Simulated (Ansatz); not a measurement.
# Ionic part of the dielectric constant of SiC at 7 GPa, mode by mode

The calculation used Ansatz 0.2.0, DFT LDA, scalar-relativistic, plane waves, PAW. Cutoff 420 eV, 12×12×12 k-points (Γ-centred), fixed occupations. No spin polarisation. Phonons by linear response, acoustic sum rule imposed.

The structure is cubic, space group F-43m (No. 216). Conventional cell: a = 4.288 Å, b = 4.288 Å, c = 4.288 Å, α = 90.00°, β = 90.00°, γ = 90.00°. Around Si (site symmetry -43m) lie 4 C at 1.86 Å. Around C (site symmetry -43m) lie 4 Si at 1.86 Å.

The primitive cell has V = 19.70 Å³ and ε∞,xx = 6.854. Each polar mode adds Δε = (4.92064×10⁷/V)·S/ν² along x, with S its oscillator strength in e²/amu, ν in cm⁻¹ and V in Å³.

Question: From these modes, find each Δε and ε0,xx.
| ν (cm⁻¹) | S_xx (e²/amu) |
| --- | --- |
| 824.2 | 0.8997 |

Answer:
```tsv
ν (cm⁻¹)	Δε
824.2	3.31
```

The sum is 3.308, so ε0,xx = 10.16; the run's tensor has 10.16.

Question: Where do the longitudinal modes lie for a wave vector along x?

Answer: At 1004 cm⁻¹. The Lyddane–Sachs–Teller product Π(ν_LO/ν_TO)² = 1.48 matches ε0/ε∞ = 1.48.

Cost: 1 run of about 1.3 core-minutes, on Intel Xeon Processor @ 2.50GHz (Skylake/Cascade Lake) (shared hosts).

Electronic polarisation dominates the static response of SiC here: the lattice adds 3.31 to an ε∞ of 6.854. The ionic part comes from the zone-centre optic mode in which the Si and C sublattices move against each other. Carbon's higher electronegativity makes the bond polar, and charge transferred as the bond stretches gives the mode its oscillator strength. Short, stiff covalent bonds and the light carbon atom keep the frequency high, but it is the stiffness alone that limits the displacement a static field can produce, since the masses cancel out of the static response. The same dynamical charge raises the longitudinal mode to 1004 cm⁻¹, because its macroscopic field, screened only by the electrons, adds a restoring force. With a single polar branch, the Lyddane–Sachs–Teller agreement confirms internal consistency but is no independent test of accuracy. The electronic part is probably somewhat too large, since LDA usually overestimates the polarisability of semiconductors. A single pressure can't show whether compression strengthens or weakens the ionic contribution, as stiffening and changes in dynamical charge both enter.
